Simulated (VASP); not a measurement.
# RbCl (Fm-3m) in VASP: notebook, part 2 of 2

VASP 6.6.1. Earlier steps stand in the parts before.

## Step 3: Relaxation of the atoms, PBEsol (a relaxed cell with its volume scaled by 1.02)

The input, INCAR:

```
SYSTEM = RbCl
  ALGO = Fast
  EDIFF = 1E-7
  EDIFFG = -0.01
  ENCUT = 600
  GGA = PS
  IBRION = 2
  ISIF = 2
  ISMEAR = 0
  LASPH = .True.
  LCHARG = .False.
  LREAL = .False.
  LWAVE = .False.
  NELM = 80
  NSW = 40
  PREC = Accurate
  SIGMA = 0.03
```

The input, KPOINTS:

```
k-points
0
Gamma
  8 8 8
  0 0 0
```

The input, POSCAR:

```
RbCl                                    
1.0
    0.0000000000      3.2956827511      3.2956827511
    3.2956827511      0.0000000000      3.2956827511
    3.2956827511      3.2956827511      0.0000000000
  Rb              Cl            
     1     1
Direct
     0.0000000000000000    0.0000000000000000    0.0000000000000000
     0.5000000000000000    0.5000000000000000    0.5000000000000000
```

Potentials or basis: VASP PAW PBE potentials, release 64 (Rb_sv, Cl).

The run is started by

```console
$ cat potpaw_PBE.64/Rb_sv/POTCAR potpaw_PBE.64/Cl/POTCAR > POTCAR
$ mpirun -np 1 vasp_std > vasp.out
```

Wall time 22 s (1 thread of Intel Xeon 6975P-C (Granite Rapids), shared host); peak memory 0.24 GiB.

The run converged. Its results:

| Quantity | Value |
| --- | --- |
| Free energy | -6.8933 eV |
| Pressure after relaxing | -0.3 GPa |
| Band gap on the k mesh | 4.83 eV, direct |

Final structure:
```cif
data_structure
_symmetry_space_group_name_H-M 'P 1'
_symmetry_Int_Tables_number 1
_cell_length_a 4.6608
_cell_length_b 4.6608
_cell_length_c 4.6608
_cell_angle_alpha 60.000
_cell_angle_beta 60.000
_cell_angle_gamma 60.000
_cell_volume 71.59
loop_
_atom_site_label
_atom_site_type_symbol
_atom_site_fract_x
_atom_site_fract_y
_atom_site_fract_z
_atom_site_occupancy
Rb1 Rb 0.00000 0.00000 0.00000 1
Cl1 Cl 0.50000 0.50000 0.50000 1
```

Levels at points of the mesh, in eV from the valence-band top:
| k point | band 6 | band 7 | band 8 | band 9 | band 10 | band 11 |
| --- | --- | --- | --- | --- | --- | --- |
| (0.00, 0.00, 0.00) | 0.00 | 0.00 | 0.00 | 4.83 | 7.90 | 7.90 |
| (0.50, 0.00, 0.00) | -0.88 | -0.34 | -0.34 | 7.58 | 7.85 | 10.07 |
| (0.50, 0.50, 0.00) | -0.33 | -0.10 | -0.10 | 6.09 | 7.92 | 9.54 |

Caveat: the relaxation stopped at its first step, so nothing moved; the PAW data sets were made with another functional, which shifts forces and pressure a little.

## Step 4: Relaxation of the atoms, PBEsol (a relaxed cell with its volume scaled by 1.04)

INCAR is that of step 3.

KPOINTS is that of step 3.

The input, POSCAR:

```
RbCl                                    
1.0
    0.0000000000      3.3170838881      3.3170838881
    3.3170838881      0.0000000000      3.3170838881
    3.3170838881      3.3170838881      0.0000000000
  Rb              Cl            
     1     1
Direct
     0.0000000000000000    0.0000000000000000    0.0000000000000000
     0.5000000000000000    0.5000000000000000    0.5000000000000000
```

Potentials or basis: VASP PAW PBE potentials, release 64 (Rb_sv, Cl).

The run is started by

```console
$ cat potpaw_PBE.64/Rb_sv/POTCAR potpaw_PBE.64/Cl/POTCAR > POTCAR
$ mpirun -np 1 vasp_std > vasp.out
```

OUTCAR:

```text
SYSTEM = RbCl
   EDIFF = 1E-7
   EDIFFG = -0.01
   ENCUT = 600
   GGA = PS
   IBRION = 2
   ISIF = 2
   ISMEAR = 0
   LASPH = .True.
   LREAL = .False.
   NELM = 80
   NSW = 40
   PREC = Accurate

 ion  position               nearest neighbor table
   1  0.000  0.000  0.000-   2 3.32   2 3.32   2 3.32   2 3.32   2 3.32   2 3.32
   2  0.500  0.500  0.500-   1 3.32   1 3.32   1 3.32   1 3.32   1 3.32   1 3.32

  LATTYP: Found a face centered cubic cell.
[... 556 lines left out ...]

  FORCE on cell =-STRESS in cart. coord.  units (eV):
  Direction    XX          YY          ZZ          XY          YZ          ZX
  --------------------------------------------------------------------------------------
  -------------------------------------------------------------------------------------
  Total       -0.2622558     -0.2622558     -0.2622558      0.0000000      0.0000000     -0.0000000
  in kB       -5.7562058     -5.7562058     -5.7562058      0.0000000      0.0000000     -0.0000000
  external PRESSURE =      -5.7562058 kB  Pullay stress =       0.0000000 kB

 VOLUME and BASIS-vectors are now :
 -----------------------------------------------------------------------------
  energy-cutoff  :      600.00
  volume of cell :       73.00
      direct lattice vectors                 reciprocal lattice vectors
     0.000000000  3.317083888  3.317083888    -0.150734807  0.150734807  0.150734807
     3.317083888  0.000000000  3.317083888     0.150734807 -0.150734807  0.150734807
     3.317083888  3.317083888  0.000000000     0.150734807  0.150734807 -0.150734807

 POSITION                                       TOTAL-FORCE (eV/Angst)
 -----------------------------------------------------------------------------------
      0.00000      0.00000      0.00000        -0.000000     -0.000000     -0.000000
      3.31708      3.31708      3.31708         0.000000      0.000000      0.000000
 -----------------------------------------------------------------------------------
    total drift:                                0.000000     -0.000000      0.000000

  FREE ENERGIE OF THE ION-ELECTRON SYSTEM (eV)
  ---------------------------------------------------
  free  energy   TOTEN  =        -6.8895002414 eV

  energy  without entropy=       -6.8895002414  energy(sigma->0) =       -6.88950024

 reached required accuracy - stopping structural energy minimisation
```

CONTCAR:

```text
RbCl
   1.00000000000000
     0.0000000000000000    3.3170838881000000    3.3170838881000000
     3.3170838881000000    0.0000000000000000    3.3170838881000000
     3.3170838881000000    3.3170838881000000    0.0000000000000000
  Rb              Cl
     1     1
Direct
     0.0000000000000000    0.0000000000000000    0.0000000000000000
     0.5000000000000000    0.5000000000000000    0.5000000000000000

  0.00000000E+00  0.00000000E+00  0.00000000E+00
  0.00000000E+00  0.00000000E+00  0.00000000E+00
```

Run time: 22 s. Hardware: 1 thread of Intel Xeon 6975P-C (Granite Rapids), shared host; peak memory 0.24 GiB.

Results:

```
Free energy             : -6.8895 eV
Pressure after relaxing : -0.6 GPa
Band gap on the k mesh  : 4.78 eV, direct
```

Final structure:
```cif
data_structure
_symmetry_space_group_name_H-M 'P 1'
_symmetry_Int_Tables_number 1
_cell_length_a 4.6911
_cell_length_b 4.6911
_cell_length_c 4.6911
_cell_angle_alpha 60.000
_cell_angle_beta 60.000
_cell_angle_gamma 60.000
_cell_volume 73.00
loop_
_atom_site_label
_atom_site_type_symbol
_atom_site_fract_x
_atom_site_fract_y
_atom_site_fract_z
_atom_site_occupancy
Rb1 Rb 0.00000 0.00000 0.00000 1
Cl1 Cl 0.50000 0.50000 0.50000 1
```

Caveat: the relaxation stopped at its first step, so nothing moved; the PAW data sets were made with another functional, which shifts forces and pressure a little.

## Step 5: Summary

| cell | gap on the mesh (eV) | pressure (GPa) |
| --- | --- | --- |
| atoms relaxed | 4.89 | 0.0 |
| atoms relaxed from: a relaxed cell with its volume scaled by 1.02 | 4.83 | -0.3 |
| atoms relaxed from: a relaxed cell with its volume scaled by 1.04 | 4.78 | -0.6 |

Alike in all rows: task relaxation of the atoms; level PBEsol; potentials or basis VASP PAW PBE potentials, release 64 (Rb_sv, Cl); no spin polarisation; k mesh 8 × 8 × 8; cutoff (eV) 600; smearing gaussian 0.03 eV.

Caveats: the relaxation stopped at its first step, so nothing moved; the PAW data sets were made with another functional, which shifts forces and pressure a little.

Total energies depend on the potentials used, so only differences within one code and one set of settings carry meaning.
